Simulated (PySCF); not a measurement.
Runs of PySCF 2.14.0 on BAs. The structure is cubic, space group F-43m (No. 216). The conventional cell has a = 4.777 Å, b = 4.777 Å, c = 4.777 Å, α = 90.00°, β = 90.00°, γ = 90.00°. As (site symmetry -43m) has 4 B at 2.07 Å as nearest neighbours. B (site symmetry -43m) has 4 As at 2.07 Å as nearest neighbours. 

| task | level | potentials or basis | spin | k mesh | smearing | density cutoff | exponents discarded below (exp_to_discard) | potentials | conv_tol | max_cycle | gap on the mesh (eV) | V0 of scaled cells (Å³/atom) | B0 (GPa) |
| --- | --- | --- | --- | --- | --- | --- | --- | --- | --- | --- | --- | --- | --- |
| atomic charges | LDA | DZVP-MOLOPT-HYB/GTH-HYB (UZH) (potentials made for PBE0) | off | 2 × 2 × 2 | fixed | 110 Ha | 0.02 1/bohr^2 | As GTH-HYB-q5, B GTH-HYB-q3 | 1e-07 Ha | 60 | (b) | - | - |
| band structure | PBEsol | DZVP-MOLOPT-SR/GTH-PBE (potentials made for PBE) | off | 3 × 3 × 3 | fermi-dirac 0.05 eV | 91 Ha | 0.02 1/bohr^2 | As GTH-PBE-q5, B GTH-PBE-q3 | 1e-07 Ha | 60 | 1.15 | - | - |
| atomic charges | B3LYP | DZVP-MOLOPT-HYB/GTH-HYB (UZH) (potentials made for PBE0) | off | 2 × 2 × 2 | fixed | 110 Ha | 0.02 1/bohr^2 | As GTH-HYB-q5, B GTH-HYB-q3 | 1e-07 Ha | 60 | (a) | - | - |
| atomic charges | PBEsol | DZVP-MOLOPT-HYB/GTH-HYB (UZH) (potentials made for PBE0) | off | 2 × 2 × 2 | fixed | 110 Ha | 0.02 1/bohr^2 | As GTH-HYB-q5, B GTH-HYB-q3 | 1e-07 Ha | 60 | 1.15 | - | - |
| equation of state | PBEsol | DZVP-MOLOPT-SR/GTH-PBE (potentials made for PBE) | off | 4 × 4 × 4 | fermi-dirac 0.05 eV | 91 Ha | 0.02 1/bohr^2 | As GTH-PBE-q5, B GTH-PBE-q3 | - | - | - | 13.93 | 133 |
| equation of state | PBEsol | DZVP-MOLOPT-SR/GTH-PBE (potentials made for PBE) | off | 5 × 5 × 5 | fermi-dirac 0.05 eV | 91 Ha | 0.02 1/bohr^2 | As GTH-PBE-q5, B GTH-PBE-q3 | - | - | - | 13.88 | 133 |
| band structure | r2SCAN | DZVP-MOLOPT-SR/GTH-PBE (potentials made for PBE) | off | 3 × 3 × 3 | fermi-dirac 0.05 eV | 91 Ha | 0.02 1/bohr^2 | As GTH-PBE-q5, B GTH-PBE-q3 | 1e-07 Ha | 60 | 1.40 | - | - |
| equation of state | LDA | DZVP-MOLOPT-SR/GTH-PBE (potentials made for PBE) | off | 4 × 4 × 4 | fermi-dirac 0.05 eV | 91 Ha | 0.02 1/bohr^2 | As GTH-PBE-q5, B GTH-PBE-q3 | - | - | - | 13.93 | 133 |
| band structure | LDA | DZVP-MOLOPT-SR/GTH-PBE (potentials made for PBE) | off | 3 × 3 × 3 | fermi-dirac 0.05 eV | 91 Ha | 0.02 1/bohr^2 | As GTH-PBE-q5, B GTH-PBE-q3 | 1e-07 Ha | 60 | 1.11 | - | - |

Alike in all rows: cell as given; the mesh is coarse, so values aren't converged.

Problem. Fill in the values left out.

Solution. (a) 3.17; (b) 1.09.

Caveats: all runs use coarse meshes; the potentials were made for another functional, which shifts forces and pressure; the basis of atomic orbitals isn't converged, which shifts pressures, moduli and gaps; the mesh misses the band edges, which the band path finds closer together (some runs); on so small a mesh gaps with full-range exact exchange can be off by tenths of an eV to over 1 eV (some runs); meta-GGAs need a finer uniform grid than this (some runs).

A k mesh can miss the band edges, and the runs leave out spin-orbit coupling on As.

Runs at the PBE level aren't shown here.
